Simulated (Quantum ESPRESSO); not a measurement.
# Hf in Quantum ESPRESSO: the effect of functional

The system is Hf.

```xyz
2
Lattice="3.1967 0.0000 0.0000 -1.5983 2.7684 0.0000 0.0000 0.0000 5.0578" Properties=species:S:1:pos:R:3 pbc="T T T"
Hf    1.5984    0.9228    3.7934
Hf    0.0000    1.8456    1.2645
```

Alike in all runs:

- Program: Quantum ESPRESSO 7.5
- Task: phonons
- Cutoff: 789 eV
- Density cutoff: 3157 eV
- k mesh: 8 × 8 × 4
- Occupations: cold, width 0.2 eV
- Spin: no spin polarisation

Each run relaxes the cell or the atoms first.

```csv
functional,potentials or basis,relaxed volume (Å³/atom),highest phonon frequency (cm⁻¹)
LDA,PseudoDojo 0.4.1 SR LDA standard,20.60,137
PBEsol,PseudoDojo 0.4.1 SR PBEsol standard,21.64,126
WC,PseudoDojo 0.4.1 SR PBE standard,21.70,127
BLYP,PseudoDojo 0.4.1 SR PBE standard,?,?
AM05,PseudoDojo 0.4.1 SR PBE standard,21.71,126
vdW-DF-cx,PseudoDojo 0.4.1 SR PBE standard,21.68,129
```

Task: What does the run with functional BLYP give?

Result: Relaxed volume 22.99 Å³/atom; highest phonon frequency 103 cm⁻¹.

Caveats: the mesh is thin for the phonons of a metal; the potentials were made for another functional, which shifts forces and pressure (some runs).

Runs at the PBE level aren't shown here.
